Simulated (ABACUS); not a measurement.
Here is an ABACUS 3.10.1 calculation.

Contents of run_abacus.py:

```python
"""ABACUS run from a structure file: ASE reads it, the script writes STRU, KPT and INPUT."""
import re
import subprocess
import spglib
from ase import Atoms
from ase.io import read
from ase.units import Bohr

atoms = read("GaP.cif")
cell, frac, numbers = spglib.standardize_cell((atoms.cell[:], atoms.get_scaled_positions(), atoms.numbers), to_primitive=True, symprec=1e-4)
atoms = Atoms(numbers=numbers, cell=cell, scaled_positions=frac, pbc=True)  # the primitive cell
atoms = atoms[(-atoms.numbers).argsort(kind="stable")]  # ABACUS lists atoms element by element
pseudo = {'Ga': 'Ga_ONCV_PBE-1.2.upf', 'P': 'P_ONCV_PBE-1.2.upf'}
orbital = {}
magmoms = None
kmesh = [5, 5, 5]
params = {
    'suffix': 'GaP',
    'calculation': 'scf',
    'basis_type': 'pw',
    'pseudo_dir': './',
    'symmetry': 1,
    'dft_functional': 'MGGA_X_TM+MGGA_C_TM',
    'ecutwfc': 94,
    'pseudo_rcut': 7,
    'nspin': 1,
    'nbands': 19,
    'ks_solver': 'dav',
    'smearing_method': 'fd',
    'smearing_sigma': 0.00367493,
    'scf_thr': 1e-08,
    'scf_nmax': 100,
    'mixing_type': 'broyden',
    'mixing_beta': 0.7,
    'cal_force': 1,
    'cal_stress': 1,
    'mixing_tau': 1,
    'out_chg': 1,
    'out_pot': 2,
    'out_elf': 1,
}

symbols = atoms.get_chemical_symbols()
elements = list(dict.fromkeys(symbols))
lines = ["ATOMIC_SPECIES"] + [f"{e} {atoms.get_masses()[symbols.index(e)]:.4f} {pseudo[e]}" for e in elements]
if orbital:
    lines += ["", "NUMERICAL_ORBITAL"] + [orbital[e] for e in elements]
lines += ["", "LATTICE_CONSTANT", f"{1 / Bohr:.10f}", "", "LATTICE_VECTORS"]
lines += [" ".join(f"{x:.10f}" for x in v) for v in atoms.cell]
lines += ["", "ATOMIC_POSITIONS", "Direct"]
for e in elements:
    lines += ["", e, "0.0", str(symbols.count(e))]
    for i, p in enumerate(atoms.get_scaled_positions(wrap=False)):
        if symbols[i] == e:
            mag = "" if magmoms is None else " mag " + " ".join(str(x) for x in (magmoms[i] if isinstance(magmoms[i], list) else [magmoms[i]]))
            lines.append(" ".join(f"{x:.10f}" for x in p) + " 1 1 1" + mag)
open("STRU", "w").write("\n".join(lines) + "\n")
open("KPT", "w").write("K_POINTS\n0\nGamma\n%d %d %d 0 0 0\n" % tuple(kmesh))
open("INPUT", "w").write("INPUT_PARAMETERS\n" + "".join(f"{k:<20s}{v}\n" for k, v in params.items()))

done = subprocess.run(['mpirun', '-np', '4', 'abacus'])
if done.returncode:
    raise SystemExit(done.returncode)
log = open("OUT.GaP/running_scf.log").read()
print("final energy (eV):", re.findall(r"FINAL_ETOT_IS (\S+)", log))
```

GaP.cif

```cif
data_GaP
_cell_length_a 5.45050000
_cell_length_b 5.45050000
_cell_length_c 5.45050000
_cell_angle_alpha 90.00000000
_cell_angle_beta 90.00000000
_cell_angle_gamma 90.00000000
_space_group_name_H-M_alt 'F-43m'
_space_group_name_Hall 'F -4 2 3'
_space_group_IT_number 216
loop_
_space_group_symop_operation_xyz
'x,y,z'
'y,-x,-z'
'-x,-y,z'
'-y,x,-z'
'x,-y,-z'
'y,x,z'
'-x,y,-z'
'-y,-x,z'
'z,x,y'
'-z,y,-x'
'z,-x,-y'
'-z,-y,x'
'-z,x,-y'
'z,y,x'
'-z,-x,y'
'z,-y,-x'
'y,z,x'
'-x,-z,y'
'-y,z,-x'
'x,-z,-y'
'-y,-z,x'
'x,z,y'
'y,-z,-x'
'-x,z,-y'
'x,y+1/2,z+1/2'
'y,-x+1/2,-z+1/2'
'-x,-y+1/2,z+1/2'
'-y,x+1/2,-z+1/2'
'x,-y+1/2,-z+1/2'
'y,x+1/2,z+1/2'
'-x,y+1/2,-z+1/2'
'-y,-x+1/2,z+1/2'
'z,x+1/2,y+1/2'
'-z,y+1/2,-x+1/2'
'z,-x+1/2,-y+1/2'
'-z,-y+1/2,x+1/2'
'-z,x+1/2,-y+1/2'
'z,y+1/2,x+1/2'
'-z,-x+1/2,y+1/2'
'z,-y+1/2,-x+1/2'
'y,z+1/2,x+1/2'
'-x,-z+1/2,y+1/2'
'-y,z+1/2,-x+1/2'
'x,-z+1/2,-y+1/2'
'-y,-z+1/2,x+1/2'
'x,z+1/2,y+1/2'
'y,-z+1/2,-x+1/2'
'-x,z+1/2,-y+1/2'
'x+1/2,y,z+1/2'
'y+1/2,-x,-z+1/2'
'-x+1/2,-y,z+1/2'
'-y+1/2,x,-z+1/2'
'x+1/2,-y,-z+1/2'
'y+1/2,x,z+1/2'
'-x+1/2,y,-z+1/2'
'-y+1/2,-x,z+1/2'
'z+1/2,x,y+1/2'
'-z+1/2,y,-x+1/2'
'z+1/2,-x,-y+1/2'
'-z+1/2,-y,x+1/2'
'-z+1/2,x,-y+1/2'
'z+1/2,y,x+1/2'
'-z+1/2,-x,y+1/2'
'z+1/2,-y,-x+1/2'
'y+1/2,z,x+1/2'
'-x+1/2,-z,y+1/2'
'-y+1/2,z,-x+1/2'
'x+1/2,-z,-y+1/2'
'-y+1/2,-z,x+1/2'
'x+1/2,z,y+1/2'
'y+1/2,-z,-x+1/2'
'-x+1/2,z,-y+1/2'
'x+1/2,y+1/2,z'
'y+1/2,-x+1/2,-z'
'-x+1/2,-y+1/2,z'
'-y+1/2,x+1/2,-z'
'x+1/2,-y+1/2,-z'
'y+1/2,x+1/2,z'
'-x+1/2,y+1/2,-z'
'-y+1/2,-x+1/2,z'
'z+1/2,x+1/2,y'
'-z+1/2,y+1/2,-x'
'z+1/2,-x+1/2,-y'
'-z+1/2,-y+1/2,x'
'-z+1/2,x+1/2,-y'
'z+1/2,y+1/2,x'
'-z+1/2,-x+1/2,y'
'z+1/2,-y+1/2,-x'
'y+1/2,z+1/2,x'
'-x+1/2,-z+1/2,y'
'-y+1/2,z+1/2,-x'
'x+1/2,-z+1/2,-y'
'-y+1/2,-z+1/2,x'
'x+1/2,z+1/2,y'
'y+1/2,-z+1/2,-x'
'-x+1/2,z+1/2,-y'
loop_
_atom_site_label
_atom_site_type_symbol
_atom_site_symmetry_multiplicity
_atom_site_Wyckoff_symbol
_atom_site_fract_x
_atom_site_fract_y
_atom_site_fract_z
_atom_site_occupancy
Ga1 Ga 4 a 0.0000000000 0.0000000000 0.0000000000 1
P1 P 4 c 0.2500000000 0.2500000000 0.2500000000 1
```

Potentials or basis: SG15 ONCV 1.2 PBE, plane waves.

The run is started by

```bash
$ OMP_NUM_THREADS=1 python run_abacus.py > log
```

Question: What does it give for the band gap on the k mesh?

Answer: 1.56 eV, indirect (least direct gap 2.01 eV).

Question: What does it give for the pressure?

Answer: -1.2 GPa.

Caveat: the potentials were made for another functional, which shifts forces and pressure; an odd mesh through Γ misses points on the zone boundary, where band edges often lie.

The gap isn't set beside the measured one, since this odd mesh misses points on the zone boundary.
